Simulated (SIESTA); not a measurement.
# Si2W under changes of volume

One of the cells (13.748 Å³/atom); the others are scaled copies at fixed shape and fractional positions:

```
W Si
1.0
    -1.61754    1.61754    3.94088
     1.61754   -1.61754    3.94088
     1.61754    1.61754   -3.94088
W Si
1 2
Cartesian
  0.0000 0.0000 0.0000
  0.0000 0.0000 5.2437
  0.0000 0.0000 2.6380
```

- Program: SIESTA 5.4.2
- Functional: PBEsol
- Potentials or basis: PseudoDojo 0.4 standard (PBEsol files)
- Basis: DZP (energy shift 0.003 Ry; two zetas on semicore shells)
- Grid cutoff: 800 Ry
- Energy shift: 0.003 Ry
- k mesh: 12 × 12 × 12
- Occupations: fermi-dirac, width 0.05 eV
- Spin: no spin polarisation

| volume (Å³/atom) | energy over the lowest point (meV/atom) | pressure (GPa) | largest force (eV/Å) |
| --- | --- | --- | --- |
| 12.670 | 31.83 | 15.3 | 0.288 |
| 12.939 | 11.18 | 9.4 | 0.228 |
| 13.209 | 0.00 | 4.0 | 0.170 |
| 13.748 | ? | ? | ? |
| 14.018 | 14.06 | -8.9 | 0.013 |
| 14.287 | 32.05 | -12.4 | 0.037 |

**Question.** What does the run at 13.748 Å³/atom give?

**Answer.** Energy over the lowest point 2.24 meV/atom; pressure -5.0 GPa; largest force 0.064 eV/Å.

Worked out: A Birch-Murnaghan fit of order 3 (a polynomial in V^(-2/3)) to the other rows has its minimum at 13.43 Å³/atom with B0 = V·E''(V) = 230 GPa and B' = 4.3 at fixed shape and positions, which overstates the stiffness. It gives 2.22 meV/atom at 13.748 Å³/atom, against the run's 2.24, and -dE/dV = -5.1 GPa, against -5.0.

Energies are extrapolated to zero smearing.

Caveats: short orbitals over semicore shells can move pressures by several GPa; the basis of atomic orbitals isn't converged, which shifts pressures, moduli and gaps.
